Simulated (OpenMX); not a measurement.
Crystal: Si2Mo.

```xyz
3
Lattice="-1.6000 1.6000 3.9305 1.6000 -1.6000 3.9305 1.6000 1.6000 -3.9305" Properties=species:S:1:pos:R:3 pbc="T T T"
Mo    0.0000    0.0000    0.0000
Si    0.0000    0.0000    5.2433
Si    0.0000    0.0000    2.6177
```

- Program: OpenMX 3.8.5
- Task: single point
- Functional: PBE
- Potentials or basis: OpenMX 2013 PBE set, Mo7.0-s3p2d2, Si7.0-s2p2d1, grid cutoff 400 Ry
- k mesh: 13 × 13 × 13
- Occupations: fermi-dirac, width 0.05 eV
- Spin: no spin polarisation

On this cell: pressure 4.3 GPa; largest force 0.234 eV/Å; band gap on the k mesh none (metal or under the smearing width).

The same run follows on a disturbed copy (atoms moved at random, drawn with an rms of 0.05 Å):

```
Mo Si
1.0
    -1.60000    1.60000    3.93050
     1.60000   -1.60000    3.93050
     1.60000    1.60000   -3.93050
Mo Si
1 2
Cartesian
  -0.0147 0.0359 0.0506
  0.0664 0.0136 5.2950
  0.0405 -0.0037 2.6189
```

What changes?

The energy (extrapolated to zero smearing) moves by +19.4 meV/atom; pressure 4.5 GPa; largest force 0.905 eV/Å; band gap on the k mesh none (metal or under the smearing width).

Forces in eV/Å, atoms in the order of the input:
```
Mo   0.635 -0.290 -0.377
Si  -0.521  0.032 -0.489
Si  -0.117  0.249  0.862
```

Caveats: the basis of atomic orbitals isn't converged, which shifts pressures, moduli and gaps.
